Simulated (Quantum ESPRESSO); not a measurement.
# Nb (Pm-3m) in Quantum ESPRESSO: a series of runs, part 3 of 4

Quantum ESPRESSO 7.5. Earlier steps stand in the parts before.

## Step 5: Phonons, PBEsol, target pressure 20 GPa, at which the enthalpy is minimised

pw.in

```
&CONTROL
  calculation = 'scf'
  prefix = 'pwscf'
  outdir = './tmp'
  pseudo_dir = './pseudo'
  tprnfor = .true.
  tstress = .true.
  disk_io = 'low'
/
&SYSTEM
  ibrav = 0
  nat = 1
  ntyp = 1
  ecutwfc = 82
  nbnd = 12
  occupations = 'smearing'
  smearing = 'mv'
  degauss = 0.01469973
/
&ELECTRONS
  conv_thr = 2d-10
  electron_maxstep = 120
  mixing_beta = 0.5
/
ATOMIC_SPECIES
Nb    92.9064 Nb.upf
CELL_PARAMETERS angstrom
   2.7196400000    0.0000000000    0.0000000000
   0.0000000000    2.7196400000    0.0000000000
   0.0000000000    0.0000000000    2.7196400000
ATOMIC_POSITIONS crystal
Nb     0.5000000000    0.5000000000    0.5000000000
K_POINTS automatic
8 8 8 0 0 0
```

relax.in

```
&CONTROL
  calculation = 'vc-relax'
  prefix = 'pwscf'
  outdir = './tmp'
  pseudo_dir = './pseudo'
  tprnfor = .true.
  tstress = .true.
  disk_io = 'low'
  nstep = 40
  forc_conv_thr = 0.0001
  etot_conv_thr = 1d-06
/
&SYSTEM
  ibrav = 0
  nat = 1
  ntyp = 1
  ecutwfc = 82
  nbnd = 12
  occupations = 'smearing'
  smearing = 'mv'
  degauss = 0.01469973
/
&ELECTRONS
  conv_thr = 2d-10
  electron_maxstep = 120
  mixing_beta = 0.5
/
&IONS
  ion_dynamics = 'bfgs'
/
&CELL
  cell_dynamics = 'bfgs'
  press = 200
  press_conv_thr = 0.2
/
ATOMIC_SPECIES
Nb    92.9064 Nb.upf
CELL_PARAMETERS angstrom
   2.7196400000    0.0000000000    0.0000000000
   0.0000000000    2.7196400000    0.0000000000
   0.0000000000    0.0000000000    2.7196400000
ATOMIC_POSITIONS crystal
Nb     0.5000000000    0.5000000000    0.5000000000
K_POINTS automatic
8 8 8 0 0 0
```

scf2.in

```
&CONTROL
  calculation = 'scf'
  prefix = 'pwscf'
  outdir = './tmp'
  pseudo_dir = './pseudo'
  tprnfor = .true.
  tstress = .true.
  disk_io = 'low'
/
&SYSTEM
  ibrav = 0
  nat = 1
  ntyp = 1
  ecutwfc = 82
  nbnd = 12
  occupations = 'smearing'
  smearing = 'mv'
  degauss = 0.01469973
/
&ELECTRONS
  conv_thr = 1d-13
  electron_maxstep = 120
  mixing_beta = 0.5
  startingpot = 'file'
  startingwfc = 'file'
/
ATOMIC_SPECIES
Nb    92.9064 Nb.upf
CELL_PARAMETERS angstrom
   2.5815775668    0.0000000000    0.0000000000
   0.0000000000    2.5815775668    0.0000000000
   0.0000000000    0.0000000000    2.5815775668
ATOMIC_POSITIONS crystal
Nb     0.5000000000    0.5000000000    0.5000000000
K_POINTS automatic
8 8 8 0 0 0
```

ph.in

```
phonons of Nb
&INPUTPH
  prefix = 'pwscf'
  outdir = './tmp'
  tr2_ph = 1d-18
  fildyn = 'dyn'
  niter_ph = 90
  alpha_mix(1) = 0.4
/
0.0000000000 0.5000000000 0.0000000000
```

Potentials or basis: PseudoDojo 0.4.1 SR PBEsol standard.

Run with:

```bash
> OMP_NUM_THREADS=1 pw.x -in pw.in > pw.out
> OMP_NUM_THREADS=1 pw.x -in relax.in > relax.out
> OMP_NUM_THREADS=1 pw.x -in scf2.in > scf2.out
> OMP_NUM_THREADS=1 ph.x -in ph.in > ph.out
```

pw.out:

```text
This program is part of the open-source Quantum ESPRESSO suite
     for quantum simulation of materials; please cite
[... 9 lines left out ...]
     --------------------
     sticks:   dense  smooth     PW     G-vecs:    dense   smooth      PW
     Sum         681     681    221                13613    13613    2373

     Using Slab Decomposition

     bravais-lattice index     =            0
     lattice parameter (alat)  =       5.1394  a.u.
     unit-cell volume          =     135.7472 (a.u.)^3
     number of atoms/cell      =            1
     number of atomic types    =            1
     number of electrons       =        13.00
     number of Kohn-Sham states=           12
     kinetic-energy cutoff     =      82.0000  Ry
     charge density cutoff     =     328.0000  Ry
     scf convergence threshold =      2.0E-10
     mixing beta               =       0.5000
     number of iterations used =            8  plain     mixing
     Exchange-correlation= PBESOL
                           (   1   4  10   8   0   0   0)

     celldm(1)=   5.139375  celldm(2)=   0.000000  celldm(3)=   0.000000
     celldm(4)=   0.000000  celldm(5)=   0.000000  celldm(6)=   0.000000

     crystal axes: (cart. coord. in units of alat)
               a(1) = (   1.000000   0.000000   0.000000 )
               a(2) = (   0.000000   1.000000   0.000000 )
               a(3) = (   0.000000   0.000000   1.000000 )

     reciprocal axes: (cart. coord. in units 2 pi/alat)
               b(1) = (  1.000000  0.000000  0.000000 )
               b(2) = (  0.000000  1.000000  0.000000 )
               b(3) = (  0.000000  0.000000  1.000000 )

     PseudoPot. # 1 for Nb read from file:
     Nb.upf
     Pseudo is Norm-conserving + core correction, Zval = 13.0
     Generated using ONCVPSP code by D. R. Hamann
     Using radial grid of 1660 points,  6 beta functions with:
                l(1) =   0
                l(2) =   0
                l(3) =   1
                l(4) =   1
                l(5) =   2
                l(6) =   2

     atomic species   valence    mass     pseudopotential
     Nb               13.00    92.90640     Nb( 1.00)

     48 Sym. Ops., with inversion, found

   Cartesian axes

     site n.     atom                  positions (alat units)
         1        Nb     tau(   1) = (   0.5000000   0.5000000   0.5000000  )

     number of k points=    35  Marzari-Vanderbilt smearing, width (Ry)=  0.0147
                       cart. coord. in units 2pi/alat
        k(    1) = (   0.0000000   0.0000000   0.0000000), wk =   0.0039062
        k(    2) = (   0.0000000   0.0000000   0.1250000), wk =   0.0234375
        k(    3) = (   0.0000000   0.0000000   0.2500000), wk =   0.0234375
        k(    4) = (   0.0000000   0.0000000   0.3750000), wk =   0.0234375
        k(    5) = (   0.0000000   0.0000000  -0.5000000), wk =   0.0117188
        k(    6) = (   0.0000000   0.1250000   0.1250000), wk =   0.0468750
[... 27 lines left out ...]
        k(   34) = (   0.3750000  -0.5000000  -0.5000000), wk =   0.0234375
        k(   35) = (  -0.5000000  -0.5000000  -0.5000000), wk =   0.0039062

     Dense  grid:    13613 G-vectors     FFT dimensions: (  30,  30,  30)

     Initial potential from superposition of free atoms

     starting charge      12.9979, renormalised to      13.0000
     Starting wfcs are   10 randomized atomic wfcs +    2 random wfcs

     Self-consistent Calculation

     iteration #  1     ecut=    82.00 Ry     beta= 0.50
     Davidson diagonalization with overlap
     ethr =  1.00E-02,  avg # of iterations =  4.9

     Threshold (ethr) on eigenvalues was too large:
     Diagonalizing with lowered threshold

     Davidson diagonalization with overlap
     ethr =  5.46E-04,  avg # of iterations =  1.4

     total energy              =    -124.41994328 Ry
     estimated scf accuracy    <       0.07310815 Ry

     iteration #  2     ecut=    82.00 Ry     beta= 0.50
     Davidson diagonalization with overlap
     ethr =  5.62E-04,  avg # of iterations =  2.3

     total energy              =    -124.43162841 Ry
     estimated scf accuracy    <       0.00258282 Ry

     iteration #  3     ecut=    82.00 Ry     beta= 0.50
     Davidson diagonalization with overlap
     ethr =  1.99E-05,  avg # of iterations =  3.0

     total energy              =    -124.43169723 Ry
     estimated scf accuracy    <       0.00050490 Ry
[... 19 lines left out ...]
     total energy              =    -124.43171052 Ry
     estimated scf accuracy    <       0.00000001 Ry

     iteration #  7     ecut=    82.00 Ry     beta= 0.50
     Davidson diagonalization with overlap
     ethr =  8.68E-11,  avg # of iterations =  2.0

     total energy              =    -124.43171052 Ry
     estimated scf accuracy    <          2.4E-10 Ry

     iteration #  8     ecut=    82.00 Ry     beta= 0.50
     Davidson diagonalization with overlap
     ethr =  1.82E-12,  avg # of iterations =  1.9

     End of self-consistent calculation

          k = 0.0000 0.0000 0.0000 (  1743 PWs)   bands (ev):

   -38.8235 -14.1445 -14.1445 -14.1445  10.1581  12.9793  12.9793  20.8431
    20.8431  20.8431  30.3493  30.3493

          k = 0.0000 0.0000 0.1250 (  1731 PWs)   bands (ev):

   -38.7965 -14.3723 -14.1250 -14.1250  10.5847  13.0965  13.4757  20.1984
    20.1984  20.8907  28.5577  31.2367

          k = 0.0000 0.0000 0.2500 (  1707 PWs)   bands (ev):

   -38.7306 -14.8978 -14.0776 -14.0776  11.5722  13.3963  14.8148  18.9554
    18.9554  21.0077  26.0958  33.1053

          k = 0.0000 0.0000 0.3750 (  1703 PWs)   bands (ev):

   -38.6637 -15.3932 -14.0297 -14.0297  12.6577  13.7247  16.0437  17.9650
    17.9650  21.1282  25.1067  29.9247
[... 38 lines left out ...]
   -38.5460 -15.4855 -14.7199 -13.9467  13.2725  14.0782  16.5399  17.9248
    19.5358  20.0435  25.0168  31.1145

          k = 0.0000 0.3750 0.3750 (  1702 PWs)   bands (ev):

   -38.5087 -15.2299 -15.2102 -13.9206  12.4549  14.3276  18.4419  18.5932
    18.9569  19.6260  25.0363  29.5806

          k = 0.0000 0.3750-0.5000 (  1682 PWs)   bands (ev):

   -38.4815 -15.4094 -15.1897 -13.9016  12.1087  14.5169  18.1717  18.6204
    19.4312  21.0629  24.1533  30.3549

          k = 0.0000-0.5000-0.5000 (  1692 PWs)   bands (ev):

   -38.4545 -15.3776 -15.3776 -13.8828  11.6953  14.7128  18.2792  18.2792
    21.4975  21.4975  23.0525  29.7648

          k = 0.1250 0.1250 0.1250 (  1704 PWs)   bands (ev):

   -38.7429 -14.3511 -14.3189 -14.3189  11.4311  13.8813  13.8813  19.4428
    19.6533  19.6533  29.7979  30.3173

          k = 0.1250 0.1250 0.2500 (  1717 PWs)   bands (ev):

   -38.6776 -14.8476 -14.2871 -14.2680  12.3523  14.1765  15.0802  18.2591
    18.5882  19.7761  27.5296  31.1488

          k = 0.1250 0.1250 0.3750 (  1701 PWs)   bands (ev):

   -38.6114 -15.3353 -14.2347 -14.2167  13.3793  14.5284  15.3030  17.1247
    19.2473  19.9618  25.8273  31.0972
[... 18 lines left out ...]
   -38.5204 -15.4563 -14.6967 -14.1551  13.3673  14.8418  16.4656  16.5191
    19.0029  21.5607  25.3610  30.9246

          k = 0.1250 0.3750 0.3750 (  1700 PWs)   bands (ev):

   -38.4832 -15.2028 -15.1836 -14.1269  12.6173  15.0481  17.0643  17.0831
    19.7400  20.9213  26.0967  29.0719

          k = 0.1250 0.3750-0.5000 (  1690 PWs)   bands (ev):

   -38.4562 -15.3813 -15.1632 -14.1062  12.2821  15.2972  16.7182  17.1981
    20.3209  22.6403  24.7757  29.2206

          k = 0.1250-0.5000-0.5000 (  1688 PWs)   bands (ev):

   -38.4293 -15.3499 -15.3499 -14.0858  11.8813  15.5489  16.8616  16.8616
    23.0850  23.0997  23.0997  28.4506

          k = 0.2500 0.2500 0.2500 (  1713 PWs)   bands (ev):

   -38.5495 -14.7626 -14.7066 -14.7066  13.4012  15.8376  15.8376  17.4652
    17.4652  19.0729  29.2606  30.6786

          k = 0.2500 0.2500 0.3750 (  1701 PWs)   bands (ev):

   -38.4849 -15.1972 -14.6812 -14.6474  13.4449  15.3046  15.8796  17.0736
    18.4066  21.0353  27.6695  29.4933

          k = 0.2500 0.2500-0.5000 (  1690 PWs)   bands (ev):

   -38.4578 -15.3850 -14.6558 -14.6227  13.3753  15.0020  15.8501  17.0581
    18.6625  23.4070  25.8407  28.9657

          k = 0.2500 0.3750 0.3750 (  1711 PWs)   bands (ev):

   -38.4211 -15.1368 -15.1185 -14.6054  13.0207  14.9984  15.3558  17.6741
    20.1643  22.3143  27.2892  28.2645

          k = 0.2500 0.3750-0.5000 (  1706 PWs)   bands (ev):

   -38.3944 -15.3126 -15.0987 -14.5812  12.7359  14.8528  15.2800  17.7603
    20.9359  24.7244  25.9460  27.0062

          k = 0.2500-0.5000-0.5000 (  1692 PWs)   bands (ev):

   -38.3678 -15.2823 -15.2823 -14.5572  12.3806  14.9867  14.9867  17.8599
    23.1646  25.4404  25.4404  26.0002

          k = 0.3750 0.3750 0.3750 (  1694 PWs)   bands (ev):

   -38.3580 -15.0771 -15.0526 -15.0526  13.2850  14.1520  14.1520  20.4024
    20.4024  23.7481  25.5525  30.3180

          k = 0.3750 0.3750-0.5000 (  1706 PWs)   bands (ev):

   -38.3316 -15.2429 -15.0408 -15.0250  13.1449  13.7269  14.1302  20.4876
    21.6331  24.6564  26.7276  26.8493

          k = 0.3750-0.5000-0.5000 (  1688 PWs)   bands (ev):

   -38.3054 -15.2137 -15.2137 -15.0054  12.9793  13.7144  13.7144  21.0574
    23.2456  23.9739  27.2504  27.2504

          k =-0.5000-0.5000-0.5000 (  1736 PWs)   bands (ev):

   -38.2793 -15.1850 -15.1850 -15.1850  13.2703  13.2703  13.2703  23.1796
    23.2796  23.2796  27.9625  27.9625

     the Fermi energy is    15.8656 ev

!    total energy              =    -124.43171052 Ry
     estimated scf accuracy    <          7.1E-11 Ry
     smearing contrib. (-TS)   =      -0.00053786 Ry
     internal energy E=F+TS    =    -124.43117267 Ry

     The total energy is F=E-TS. E is the sum of the following terms:
     one-electron contribution =     -23.03330907 Ry
     hartree contribution      =      17.84880926 Ry
     xc contribution           =     -25.94674891 Ry
     ewald contribution        =     -93.29992395 Ry

     convergence has been achieved in   8 iterations

     Forces acting on atoms (cartesian axes, Ry/au):

     atom    1 type  1   force =     0.00000000    0.00000000    0.00000000

     Total force =     0.000000     Total SCF correction =     0.000000

     Computing stress (Cartesian axis) and pressure

          total   stress  (Ry/bohr**3)                   (kbar)     P=      -64.50
  -0.00043848   0.00000000   0.00000000          -64.50        0.00        0.00
   0.00000000  -0.00043848   0.00000000            0.00      -64.50        0.00
   0.00000000   0.00000000  -0.00043848            0.00        0.00      -64.50

=------------------------------------------------------------------------------=
   JOB DONE.
=------------------------------------------------------------------------------=
```

Run time: 87 s. Hardware: 1 thread of Intel Xeon Platinum 8559C (Emerald Rapids), shared host; peak memory 0.09 GiB.

Results:

| Item | Value |
| --- | --- |
| Free energy | -1692.8867 eV |
| Relaxed volume | 17.21 Å³/atom |
| Relaxed cell | a = 2.582 Å, b = 2.582 Å, c = 2.582 Å, α = 90.00°, β = 90.00°, γ = 90.00° |
| Space group after relaxing (to 0.05 Å) | Pm-3m (No. 221) |
| Pressure after relaxing | 20.0 GPa |
| Band gap on the k mesh | none (metal or under the smearing width) |
| Highest phonon frequency at the q point run | 253 cm⁻¹ |
| Most unstable mode | 147i cm⁻¹ |

The path:
```csv
step,energy change (eV),largest force (eV/Å),pressure (GPa),volume (Å³)
1,0.0000,0.0000,-6.45,20.12
2,0.0571,0.0000,16.01,17.52
3,0.1022,0.0000,20.97,17.13
4,0.0925,0.0000,19.98,17.21
5,0.0928,0.0000,20.00,17.21
```

Final structure:
```
Nb
1.0
     2.58158    0.00000    0.00000
     0.00000    2.58158    0.00000
     0.00000    0.00000    2.58158
Nb
1
Direct
  0.50000 0.50000 0.50000
```

Phonon frequencies in cm⁻¹ (negative: imaginary):
| q point | frequencies |
| --- | --- |
| (0.000, 0.500, 0.000) | -147 -147 253 |

Phonon modes at q = (0.000, 0.500, 0.000) in reciprocal lattice units:
```csv
mode,symmetry,cm⁻¹
1,E_g,-147
2,E_g,-147
3,A_1g,253
```

Caveat: the mesh is thin for the phonons of a metal; some modes are imaginary; the cell is more than 3 GPa from zero pressure, which shifts response properties.

(Continued in part 4 of 4.)
